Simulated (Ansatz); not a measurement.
## Ag: equation of state with PBE

The system is Ag.

```
CELL_PARAMETERS angstrom
0.00000 2.04275 2.04275
2.04275 0.00000 2.04275
2.04275 2.04275 0.00000
ATOMIC_POSITIONS crystal
Ag 0.00000 0.00000 0.00000
```

| Quantity | Value |
| --- | --- |
| Program | Ansatz 0.2.0 |
| Task | equation of state |
| Functional | PBE |
| Potentials or basis | SPMS NC |
| Cutoff | 599 eV |
| Density cutoff | 2395 eV |
| k mesh | 11 × 11 × 11 |
| Occupations | fermi-dirac, width 0.05 eV |
| Spin | no spin polarisation |

| Quantity | Value |
| --- | --- |
| Equilibrium volume | 17.81 Å³/atom |
| Bulk modulus | 91 GPa |
| Pressure derivative of the bulk modulus | 6.2 |

Energy against volume, from the lowest point:
| volume (Å³/atom) | energy (meV/atom) |
| --- | --- |
| 16.025 | 65.58 |
| 16.366 | 40.81 |
| 16.707 | 22.64 |
| 17.048 | 10.25 |
| 17.389 | 2.92 |
| 17.730 | 0.00 |
| 18.071 | 0.91 |

All runs of the series together: 3.8 s on 2 threads of Arm Neoverse V2, with other jobs on the host.

PBE usually gives volumes a little too large and moduli too small. Zero-point motion and thermal expansion aren't in these numbers.
